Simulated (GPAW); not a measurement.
Bi, 1 atom in the cell. Symmetry: Im-3m, No. 229, cubic system. The conventional cell has a = 4.152 Å, b = 4.152 Å, c = 4.152 Å, α = 90.00°, β = 90.00°, γ = 90.00°. Bi (site symmetry m-3m) is surrounded by 8 Bi at 3.60 Å. This isn't the form of Bi at room conditions, which is rhombohedral. The cell isn't the ideal one: volume scaled by 1.15.

- Program: GPAW 26.7.0
- Task: band structure
- Functional: optB88-vdW
- Potentials or basis: GPAW PAW data sets (gpaw-data 1.2.1)
- Cutoff: 600 eV
- Basis: pw
- k mesh: 9 × 9 × 9
- Occupations: fermi-dirac, width 0.05 eV
- Spin: collinear spin, ferromagnetic start
- Starting moments: [0.5] μB
- Maxiter: 150
- older calculator (legacy_gpaw): yes
- Band path: GHNGPH,PN
- Band points: 60

Potentials or basis: GPAW PAW data sets (gpaw-data 1.2.1), pw.

Command:

```console
$ OMP_NUM_THREADS=1 python run.py
```

Hardware: 1 thread of Arm Neoverse V1, on a shared host.

Question: Estimate the wall time of this run.

Answer: Run time: 49 s on 1 thread of Arm Neoverse V1 (shared host), peak memory 0.31 GiB. Counts: scf iterations 15.
